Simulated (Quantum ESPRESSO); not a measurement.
Runs of Quantum ESPRESSO 7.5 on Te2Mo. It takes space group P6_3/mmc (No. 194, hexagonal). The conventional cell has a = 3.518 Å, b = 3.518 Å, c = 13.974 Å, α = 90.00°, β = 90.00°, γ = 120.00°. Around Te (site symmetry 3m) lie 3 Mo at 2.72 Å. Around Mo (site symmetry -6m2) lie 6 Te at 2.72 Å. 

```tsv
task	level	potentials or basis	cell	k mesh	cutoff (eV)	form of the LDA correlation	SCF threshold	symmetry	mesh quality	gap on the mesh (eV)	pressure (GPa)	V0 of scaled cells (Å³/atom)	B0 (GPa)	largest force (eV/Å)
equation of state	LDA	GBRV 1.5 LDA	as given	9 × 9 × 2	612	PZ81	1.2e-09 Ry	-	not flagged	-	-	24.51	(d)	-
equation of state	PBE	SSSP 1.3 efficiency PBE	as given	9 × 9 × 2	816	-	1.2e-09 Ry	-	not flagged	-	-	25.91	94	-
equation of state	PBE	SG15 PBE 1.2	as given	8 × 8 × 2	952	-	1.2e-09 Ry	-	not flagged	-	-	25.80	93	-
band structure	HCTH	PseudoDojo 0.4.1 SR PBE standard	as given	9 × 9 × 2	1088	-	1.2e-09 Ry	-	not flagged	0.83	5.2	-	-	(c)
band structure	BP86	PseudoDojo 0.4.1 SR PBE standard	as given	9 × 9 × 2	1088	-	1.2e-09 Ry	-	not flagged	0.77	4.4	-	-	0.25
phonons	PBE	JTH 2.0 PBE	relaxed	6 × 6 × 2, shifted	707	-	1.2e-09 Ry	-	not flagged	-	0.0	-	-	-
band structure	LDA	GBRV 1.5 LDA	as given	9 × 9 × 2	612	PZ81	1.2e-09 Ry	-	not flagged	0.70	-2.1	-	-	0.14
band structure	PBE	GBRV 1.5 PBE	as given	9 × 9 × 2	612	-	1.2e-09 Ry	-	not flagged	0.73	3.7	-	-	0.30
single point	PBE	SSSP 1.3 efficiency PBE	as given	9 × 9 × 2	816	-	1.2e-09 Ry	-	not flagged	0.73	3.8	-	-	0.30
band structure	r2SCAN	SG15 PBE 1.2	as given	6 × 6 × 1	952	-	1e-08 Ry	off	coarse	0.95	1.6	-	-	0.28
band structure	vdW-DF3-opt1	PseudoDojo 0.4.1 SR PBE standard	as given	9 × 9 × 2	1088	-	1.2e-09 Ry	-	not flagged	0.76	0.9	-	-	(a)
band structure	PBEsol	GBRV 1.5 PBEsol	as given	9 × 9 × 2	612	-	1.2e-09 Ry	-	not flagged	0.70	-0.3	-	-	(b)
```

Alike in all rows: no spin polarisation; smearing fermi-dirac 0.05 eV.

Problem. Estimate the missing entries.

Solution. (a) 0.12; (b) 0.04; (c) 0.05; (d) 111.

Caveats: some runs use coarse meshes; spin-orbit coupling is left out, which moves the levels of the heavy elements (some runs); this functional lacks dispersion, which binds the layers, so the pressure and a relaxed spacing across them are unreliable (some runs); the potentials were made for another functional, which shifts forces and pressure (some runs); the cell was scaled at fixed shape and fractional positions, which overstates the stiffness of a crystal with free parameters, most of all of layers and chains (some runs); the layers were relaxed without a dispersion term, so their spacing and the soft interlayer modes are unreliable (some runs); an odd mesh through Γ misses points on the zone boundary, where band edges often lie (some runs).

A k mesh can miss the band edges, and the runs leave out spin-orbit coupling on Mo, Te.

Not every run made on this cell is shown here.
